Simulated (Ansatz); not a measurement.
CuO (Tenorite):

```xyz
4
Lattice="2.3418 -1.7113 0.0000 2.3418 1.7113 0.0000 -0.8500 0.0000 5.0579" Properties=species:S:1:pos:R:3 pbc="T T T"
Cu    0.7459   -0.8557    2.5289
Cu    1.1709    0.8557    0.0000
O     1.7043    0.2793    3.7934
O     2.1293   -0.2793    1.2645
```

Base run:

| Quantity | Value |
| --- | --- |
| Program | Ansatz 0.2.0 |
| Functional | PBEsol |
| Potentials or basis | all-electron LAPW, non-relativistic |
| Cutoff | 406 eV |
| Density cutoff | 1625 eV |
| Basis error allowed | 0.002 eV/atom |
| k mesh | 10 × 10 × 5 |
| Occupations | fermi-dirac, width 0.05 eV |
| Spin | no spin polarisation |

Its results: pressure -0.5 GPa; largest force 0.239 eV/Å.

Task: After a change of settings the same cell gave: pressure -2.7 GPa; largest force 0.358 eV/Å. Which change was it?
A. potentials or basis from all-electron LAPW, non-relativistic to all-electron LAPW, scalar-relativistic; hubbard terms from none to Cu d U = 4 eV
B. functional from PBEsol to LDA; potentials or basis from all-electron LAPW, non-relativistic to all-electron LAPW, scalar-relativistic
C. potentials or basis from all-electron LAPW, non-relativistic to all-electron PAW datasets made for the crystal
D. functional from PBEsol to PBE; potentials or basis from all-electron LAPW, non-relativistic to all-electron LAPW, scalar-relativistic

Result: C.

Caveats: the run has no spin polarisation, though such a crystal can be magnetic.

Not every run made on this cell is shown here.
